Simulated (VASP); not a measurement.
Input of a VASP 6.6.1 run:

Contents of INCAR:

```
SYSTEM = AgCl
  PREC = Accurate
  ENCUT = 600
  EDIFF = 1E-7
  ISMEAR = 0
  SIGMA = 0.03
  LREAL = .FALSE.
  LASPH = .TRUE.
  NELM = 80
  ALGO = Normal
  ISIF = 2
  LWAVE = .FALSE.
  LCHARG = .FALSE.
  METAGGA = R2SCAN
  LMIXTAU = .TRUE.
  IBRION = 2
  NSW = 40
  EDIFFG = -0.01
```

KPOINTS

```
regular mesh
0
G
  8 8 8
  0 0 0
```

POSCAR

```
AgCl                                    
1.0
    0.0000000000      2.8084779982      2.8084779982
    2.8084779982     -0.0000000000      2.8084779982
    2.8084779982      2.8084779982      0.0000000000
  Ag              Cl            
     1     1
Direct
     1.0000000000000000    0.0000000000000000    1.0000000000000000
     0.5000000000000000    0.5000000000000000    0.5000000000000000
```

Potentials or basis: VASP PAW PBE potentials, release 64 (Ag, Cl).

Launch:

```bash
$ cat potpaw_PBE.64/Ag/POTCAR potpaw_PBE.64/Cl/POTCAR > POTCAR
$ mpirun -np 1 vasp_std > vasp.out
```

**Question.** Predict the band gap on the k mesh.

**Answer.** 1.43 eV, indirect (least direct gap 3.58 eV).

Final structure:
```
Ag Cl
1.0
     0.00000    2.80848    2.80848
     2.80848    0.00000    2.80848
     2.80848    2.80848    0.00000
Ag Cl
1 1
Direct
  0.00000 0.00000 0.00000
  0.50000 0.50000 0.50000
```

Caveat: the relaxation stopped at its first step, so nothing moved. A k mesh can miss the band edges.
